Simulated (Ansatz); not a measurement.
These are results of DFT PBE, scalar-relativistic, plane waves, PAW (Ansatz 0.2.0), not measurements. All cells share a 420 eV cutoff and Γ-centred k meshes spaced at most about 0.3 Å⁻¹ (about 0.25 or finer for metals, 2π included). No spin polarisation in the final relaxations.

All energies are static (0 K, no zero-point motion).

Two relaxed structures of AlCr₂C:

1.

Space group P6_3/mmc (No. 194). a = 2.840 Å, b = 2.840 Å, c = 12.703 Å, α = 90.00°, β = 90.00°, γ = 120.00°
```
atom  site  symmetry       x       y       z
  Al    2d      -6m2  0.6667  0.3333  0.2500
  Cr    4f       3m.  0.3333  0.6667  0.4157
   C    2a      -3m.  0.0000  0.0000  0.5000
```

2.

Space group P4/mmm (No. 123). a = 3.816 Å, b = 3.816 Å, c = 3.539 Å, α = 90.00°, β = 90.00°, γ = 90.00°
```tsv
atom	site	symmetry	x	y	z
Al	1c	4/mmm	0.5000	0.5000	0.0000
Cr	2e	mmm.	0.5000	0.0000	0.5000
C	1b	4/mmm	0.0000	0.0000	0.5000
```

Question: Which would you expect to be lower, and how large is the difference?

Answer: Cell 1 is lower, by 0.61 eV/atom. Cell 1 has the MAX phase (211) type, space group P6_3/mmc (No. 194), 11.1 Å³/atom and no gap on its mesh; cell 2 has space group P4/mmm (No. 123), 12.9 Å³/atom and no gap. Counting Al or Cr atoms around C (for each partner element, those within 1.25 times its shortest distance or 1.15 times the sum of covalent radii, where it is the nearest in units of that sum or under 1.3), cell 1 has C 6 and cell 2 has C 4. The denser one is the lower, and pressure would at first widen the difference. In cell 1, around Al lie 6 Cr at 2.67 Å and 6 Al at 2.84 Å; around Cr lie 3 C at 1.96 Å, 3 Al at 2.67 Å and 9 Cr at 2.70–2.84 Å; C is surrounded by 6 Cr at 1.96 Å. In cell 2, Al has 8 Cr at 2.60 Å; Cr has 2 C at 1.91 Å, 4 Al at 2.60 Å and 4 Cr at 2.70 Å; around C lie 4 Cr at 1.91 Å. Origin: cell 1 is a Materials Project cell, relaxed; cell 2 was invented.

Trial moments died out on the coarse mesh in P6_3/mmc and P4/mmm; another magnetic start might hold. Cells relaxed within their symmetry can be saddle points.
